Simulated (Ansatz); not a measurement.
**Defect calculation, host SiO2**

These are results of DFT PBE, scalar-relativistic, plane waves, PAW in Ansatz, not measurements. Settings: 420 eV cutoff, 2×2×2 k-mesh, Gaussian smearing of 0.01 eV, collinear spin in charge -1 alone.

Host crystal, relaxed:

```cif
data_structure
_symmetry_space_group_name_H-M 'P 1'
_symmetry_Int_Tables_number 1
_cell_length_a 5.0833
_cell_length_b 5.0833
_cell_length_c 7.0989
_cell_angle_alpha 90.000
_cell_angle_beta 90.000
_cell_angle_gamma 90.000
_cell_volume 183.43
loop_
_atom_site_label
_atom_site_type_symbol
_atom_site_fract_x
_atom_site_fract_y
_atom_site_fract_z
_atom_site_occupancy
Si1 Si 0.70606 0.70606 0.50000 1
Si2 Si 0.79394 0.20606 0.75000 1
Si3 Si 0.20606 0.79394 0.25000 1
Si4 Si 0.29394 0.29394 0.00000 1
O1 O 0.90639 0.75885 0.32570 1
O2 O 0.09361 0.24115 0.82570 1
O3 O 0.75885 0.90639 0.67430 1
O4 O 0.25885 0.59361 0.07570 1
O5 O 0.24115 0.09361 0.17430 1
O6 O 0.40639 0.74115 0.42430 1
O7 O 0.59361 0.25885 0.92430 1
O8 O 0.74115 0.40639 0.57570 1
```

Supercell of 24 atoms, rows in host cell vectors: -1 -1 0; -1 1 0; 1 0 -1. Atoms relax at the host's cell from a start displaced at random by 0.05 Å near the defect, so other minima may exist. The cell is small, so energies carry finite-size errors of tenths of an eV. The host's Kohn–Sham gap is 5.51 eV. Atoms are taken from and returned to the elements' standard states.

The defect is a foreign atom on an O site at (0.906, 0.759, 0.326) of the host cell.

| charge | E_f at the valence band top (eV) | moment (μB) | largest move (Å) | atoms near the site |
| --- | --- | --- | --- | --- |
| 0 | 8.19 | 0.00 | 1.10 | 1 Si at 2.29 Å, 1 Si at 2.36 Å, 1 O at 2.98 Å |

(1) Which element is it? Judge by the nearest distance in charge 0 and covalent radii.
A. Sr
B. W
C. Si
D. B
E. Pb

Answers

(1) C. The nearest neighbour is Si at 2.29 Å, and the summed covalent radii with Si are 1.95 Å for B, 2.57 Å for Pb, 2.22 Å for Si, 3.06 Å for Sr, 2.73 Å for W, so Si fits best. Bonds can miss such sums by a tenth of an ångström or more.

This form isn't the usual stable structure of the compound.